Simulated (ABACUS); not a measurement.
Crystal: TePb.

```xyz
2
Lattice="0.0000 3.2310 3.2310 3.2310 0.0000 3.2310 3.2310 3.2310 0.0000" Properties=species:S:1:pos:R:3 pbc="T T T"
Pb    0.0000    0.0000    0.0000
Te    3.2310    3.2310    3.2310
```

Program: ABACUS 3.10.1. Alike in all runs: task single point; no spin polarisation; cell as given; smearing fermi-dirac 0.05 eV.

Question: Order these runs on this cell by their band gap on the k mesh, lowest first.
A. level r2SCAN; potentials or basis SG15 ONCV 1.2 PBE, plane waves; k mesh 4 × 4 × 4; cutoff (eV) 1306; SCF threshold on the density 1e-08; eigensolver dav; mesh quality coarse
B. level PBEsol; potentials or basis Ansatz NC PBE, DZP LCAO (the cutoffs set its grid); k mesh 6 × 6 × 6; cutoff (eV) 1361; SCF threshold on the density 1e-07; eigensolver genelpa; mesh quality not flagged
C. level HCTH407; potentials or basis PseudoDojo NC SR 0.4.1 PBE standard, plane waves; k mesh 6 × 6 × 6; cutoff (eV) 1129; SCF threshold on the density 1e-08; eigensolver dav; mesh quality not flagged

Answer: B (0.48 eV), C (0.97 eV), A (1.13 eV).

Caveats: some runs use coarse meshes; spin-orbit coupling is left out, which as a rule narrows the gap of such compounds by several tenths of an eV; the atomic orbitals were generated for these runs and aren't a published set (some runs); the basis of atomic orbitals isn't converged, which shifts pressures, moduli and gaps (some runs).

A k mesh can miss the band edges.

Not every run made on this cell is shown here.
